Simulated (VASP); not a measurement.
A run of VASP 6.6.1 is set up as follows.

The input INCAR:

```
  ALGO = Normal
  EDIFF = 1E-8
  ENCUT = 600
  GGA = CA
  IBRION = 8
  ISIF = 2
  ISMEAR = 0
  LASPH = T
  LCHARG = F
  LEPSILON = T
  LREAL = F
  LWAVE = F
  NELM = 80
  NSW = 1
  PREC = Accurate
  SIGMA = 0.02
```

KPOINTS

```
k-points
0
Gamma
  8 8 8
```

The input POSCAR:

```
BaO
1.0
    0.0000000000      2.7903917100      2.7903917100
    2.7903917100      0.0000000000      2.7903917100
    2.7903917100      2.7903917100      0.0000000000
Ba O
1 1
Direct
    0.0000000000      0.0000000000      0.0000000000
    0.5000000000      0.5000000000      0.5000000000
```

Potentials or basis: VASP PAW LDA potentials, release 64 (Ba_sv, O).

Launch:

```console
$ cat potpaw_LDA.64/Ba_sv/POTCAR potpaw_LDA.64/O/POTCAR > POTCAR
$ mpirun -np 1 vasp_std > vasp.out
```

Problem. Predict the electronic dielectric tensor (diagonal).

Solution. 4.34.

Problem. Predict the Born charges (mean of the diagonal).

Solution. Ba +2.74; O -2.74 e.

Problem. Estimate the highest phonon frequency at Γ, LO-TO splitting left out.

Solution. 74 cm⁻¹.

Problem. Estimate the band gap on the k mesh.

Solution. 1.91 eV, direct.

Electronic dielectric tensor:
```
4.34 0.00 0.00
0.00 4.34 0.00
0.00 0.00 4.34
```

Caveat: spin-orbit coupling is left out, which moves the levels of the heavy elements. A k mesh can miss the band edges.
